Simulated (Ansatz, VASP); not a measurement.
## One calculation of Ba, two programs

INCAR

```
SYSTEM = Ba
PREC = Accurate
ENCUT = 520
EDIFF = 1E-6
ISMEAR = -1
SIGMA = 0.05
LREAL = .False.
LASPH = .True.
NELM = 60
ALGO = Normal
ISIF = 2
LWAVE = .False.
LCHARG = .False.
GGA = PS
NBANDS = 11
```

The input KPOINTS:

```
Automatic mesh
0
Gamma
  10 10 10
  0 0 0
```

The input POSCAR:

```
Ba
1.0
   -2.4662120743      2.4662120743      2.4662120743
    2.4662120743     -2.4662120743      2.4662120743
    2.4662120743      2.4662120743     -2.4662120743
Ba
1
Direct
    0.0000000000      0.0000000000      0.0000000000
```

Input for Ansatz:

```yaml
crystal:
  lattice:
    - [-2.4662120743, 2.4662120743, 2.4662120743]
    - [2.4662120743, -2.4662120743, 2.4662120743]
    - [2.4662120743, 2.4662120743, -2.4662120743]
  atoms:
    - { symbol: Ba, position: [0.0, 0.0, 0.0] }
kpoints:
  mp_grid: { grid: [10, 10, 10] }
  band_path:
    path:
      - [0.0, 0.0, 0.0]
      - [0.5, -0.5, 0.5]
      - [0.0, 0.0, 0.5]
      - [0.0, 0.0, 0.0]
      - [0.25, 0.25, 0.25]
      - [0.5, -0.5, 0.5]
      - [0.25, 0.25, 0.25]
      - [0.0, 0.0, 0.5]
    npoints: 5
scf:
  occupations: { method: fermi_dirac, width: 0.05 }
hamiltonian:
  xc: pbesol
  pseudopotentials: { kind: all_electron, lapw: { basis_error: 0.0005 } }
output:
  forces: true
  stress: true
  eigenvalues: true
```

Change from the starting cell: volume scaled by 0.96.

Alike in both runs: task single point; functional PBEsol; k mesh 10 × 10 × 10; occupations fermi-dirac, width 0.05 eV; no spin polarisation.

```csv
,VASP,Ansatz
version,VASP 6.6.1,Ansatz 0.2.0
potentials or method,"VASP PAW PBE potentials, release 64 (Ba_sv)","all-electron LAPW, scalar-relativistic"
plane-wave cutoff (eV),520,see its input
```

```csv
,VASP,Ansatz,Ansatz less VASP
pressure (GPa),-0.2,-0.3,-0.07
```

Ansatz ran all-electron here, so the differences hold the error of VASP's frozen core and of both bases.

Caveats: the PAW data sets were made with another functional, which shifts forces and pressure a little (VASP). Spin-orbit coupling is left out, which matters for the levels of Ba.
